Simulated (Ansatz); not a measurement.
## Al2Pt under changes of volume

One of the cells (17.202 Å³/atom); the others are scaled copies at fixed shape and fractional positions:

```
Pt Al
1.0
     0.00000    2.95500    2.95500
     2.95500    0.00000    2.95500
     2.95500    2.95500    0.00000
Pt Al
1 2
Direct
  0.00000 0.00000 0.00000
  0.75000 0.75000 0.75000
  0.25000 0.25000 0.25000
```

* Program: Ansatz 0.2.0
* Functional: LDA
* Potentials or basis: all-electron LAPW, scalar-relativistic
* Cutoff: 236 eV (chosen from the basis error)
* Basis error allowed: 0.002 eV/atom
* k mesh: 8 × 8 × 8
* Occupations: fermi-dirac, width 0.05 eV
* Spin: no spin polarisation

| volume (Å³/atom) | energy over the lowest point (meV/atom) | pressure (GPa) |
| --- | --- | --- |
| 16.170 | ? | ? |
| 16.514 | 0.50 | 1.8 |
| 16.858 | 0.00 | -1.2 |
| 17.202 | 5.62 | -3.9 |
| 17.546 | 16.70 | -6.3 |
| 17.890 | 32.67 | -8.5 |
| 18.234 | 52.98 | -10.4 |

What does the run at 16.170 Å³/atom give?

Energy over the lowest point 7.89 meV/atom; pressure 5.2 GPa.

Worked out: A Birch-Murnaghan fit of order 3 (a polynomial in V^(-2/3)) to the other rows has its minimum at 16.71 Å³/atom with B0 = V·E''(V) = 145 GPa and B' = 4.5. It gives 7.86 meV/atom at 16.170 Å³/atom, against the run's 7.89, and -dE/dV = 5.2 GPa, against 5.2.

Energies are extrapolated to zero smearing.
